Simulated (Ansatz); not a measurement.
# ZnS: stress in a strained cell

Aim: deform ZnS (equal xx and yy strain of +3 %) and compute stress, forces and field gradients with LAPW, PAW and all-electron datasets made for the crystal.

Program: Ansatz 0.2.0. Level of theory: DFT PBEsol, scalar-relativistic. These are calculated values, not measurements.

## Step 1: The structure to begin with

The structure is cubic, space group F-43m (No. 216). The conventional cell has a = 5.409 Å, b = 5.409 Å, c = 5.409 Å, α = 90.00°, β = 90.00°, γ = 90.00°. Zn (site symmetry -43m) has 4 S at 2.34 Å as nearest neighbours. S (site symmetry -43m) has 4 Zn at 2.34 Å as nearest neighbours.

Structure file:

```cif
data_structure
_symmetry_space_group_name_H-M 'P 1'
_symmetry_Int_Tables_number 1
_cell_length_a 3.8250
_cell_length_b 3.8250
_cell_length_c 3.8250
_cell_angle_alpha 60.000
_cell_angle_beta 60.000
_cell_angle_gamma 60.000
_cell_volume 39.57
loop_
_atom_site_label
_atom_site_type_symbol
_atom_site_fract_x
_atom_site_fract_y
_atom_site_fract_z
_atom_site_occupancy
Zn1 Zn 0.00000 0.00000 0.00000 1
S1 S 0.75000 0.75000 0.75000 1
```

Atoms are numbered in the order of the input: Zn1, S2.

## Step 2: The deformed structure

Space group F-43m before, I-4m2 after.

## Step 3: Full-potential LAPW

Input file input.yaml:

```yaml
crystal:
  lattice:
    - [0.0, 2.7857895, 2.70465]
    - [2.7857895, 0.0, 2.70465]
    - [2.7857895, 2.7857895, 0.0]
  atoms:
    - { symbol: Zn, position: [0.0, 0.0, 0.0] }
    - { symbol: S, position: [0.75, 0.75, 0.75] }
kpoints:
  mp_grid: { grid: [8, 8, 8] }
  band_path:
    path:
      - [0.0, 0.0, 0.0]
      - [0.0, 0.5, 0.5]
      - [0.25, 0.75, 0.5]
      - [0.0, 0.5, 0.0]
      - [0.0, 0.0, 0.0]
      - [0.5, 0.5, 0.0]
      - [0.3826125, 0.6173875, 0.0]
      - [-0.3826125, 0.3826125, 0.0]
      - [0.0, 0.0, 0.0]
    npoints: 5
scf:
  occupations: { method: fermi_dirac, width: 0.01 }
hamiltonian:
  xc: pbesol
  pseudopotentials: { kind: all_electron, lapw: { basis_error: 0.00025 } }
output:
  forces: true
  stress: true
  eigenvalues: true
```

The run is started by

```console
$ ansatz run input.yaml --threads 1 --pin off --max-ram 3072MiB --backend cpu --events-out ev --progress --plain --runs-dir out
```

## Step 4: PAW with frozen cores

Input file input.yaml:

```yaml
crystal:
  lattice:
    - [0.0, 2.7857895, 2.70465]
    - [2.7857895, 0.0, 2.70465]
    - [2.7857895, 2.7857895, 0.0]
  atoms:
    - { symbol: Zn, position: [0.0, 0.0, 0.0] }
    - { symbol: S, position: [0.75, 0.75, 0.75] }
kpoints:
  mp_grid: { grid: [8, 8, 8] }
scf:
  occupations: { method: fermi_dirac, width: 0.01 }
hamiltonian:
  xc: pbesol
  pseudopotentials: { kind: paw }
output:
  forces: true
  stress: true
  eigenvalues: true
  efg: { contact_densities: true }
  write_density: true
  write_potential: true
  elf: true
  volumetric_format: npy
```

## Step 5: Datasets made for this crystal

Edit input.yaml of step 4 so:

```diff
@@ -14,3 +14,3 @@
   xc: pbesol
-  pseudopotentials: { kind: paw }
+  pseudopotentials: { kind: all_electron, datasets: crystal }
 output:
@@ -20,5 +20 @@
   efg: { contact_densities: true }
-  write_density: true
-  write_potential: true
-  elf: true
-  volumetric_format: npy
```

(Steps that only read results are left out.)

What does the calculation give? Wanted: pressure; largest shear or deviatoric stress.

As calculated:

| quantity | value |
| --- | --- |
| pressure | LAPW -5.75, PAW -5.76, crystal datasets -5.75 GPa |
| largest shear or deviatoric stress (LAPW) | 0.84 GPa |

In words: The largest part of the stress beyond the pressure is 0.84 GPa in size, in the zz component; the atoms are carried along and not relaxed. No run of the undeformed cell stands beside it, so the pressure holds what the given cell had before the change. PAW: stress within 0.01 GPa of LAPW. Crystal datasets: stress within 0.01 GPa of LAPW.
